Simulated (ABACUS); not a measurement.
KCl: equation of state with r2SCAN

The system is KCl.

```
K Cl
1.0
     3.83920    0.00000    0.00000
     0.00000    3.83920    0.00000
     0.00000    0.00000    3.83920
K Cl
1 1
Cartesian
  0.0000 0.0000 0.0000
  1.9196 1.9196 1.9196
```

Measurements of this composition are mostly on another form, of space group No. 225.

| Property | Result |
| --- | --- |
| Program | ABACUS 3.10.1 |
| Task | equation of state |
| Functional | r2SCAN |
| Potentials or basis | SG15 ONCV 1.2 PBE |
| Cutoff | 1170 eV |
| Density cutoff | 4680 eV |
| Basis | plane waves |
| k mesh | 4 × 4 × 4 |
| Occupations | fermi-dirac, width 0.05 eV |
| Spin | no spin polarisation |
| Radial cutoff of the potentials (pseudo_rcut) | 7 bohr |
| SCF threshold on the density | 1e-08 |
| Max SCF steps | 100 |
| Eigensolver | dav |
| Mixing | broyden |
| Mixing share | 0.7 |
| Symmetry key | 1 |
| Bands | 12 |

```json
{
 "Equilibrium volume": "26.75 Å³/atom",
 "Bulk modulus": "23 GPa",
 "Pressure derivative of the bulk modulus": "4.9 (rough: it moves with the points fitted)"
}
```

Energy against volume, from the lowest point:
```
volume (Å³/atom)  energy (meV/atom)
          26.596               0.00
          27.728               2.33
          28.860              10.19
          29.991              22.36
```

All runs of the series together: 35 s on 4 threads of Intel(R) Xeon(R) 6975P-C (Granite Rapids), with other jobs on the host.

Caveat: the k mesh is coarse (spacing up to 0.41 Å⁻¹), so the values aren't converged; the potentials were made for another functional, which shifts forces and pressure.
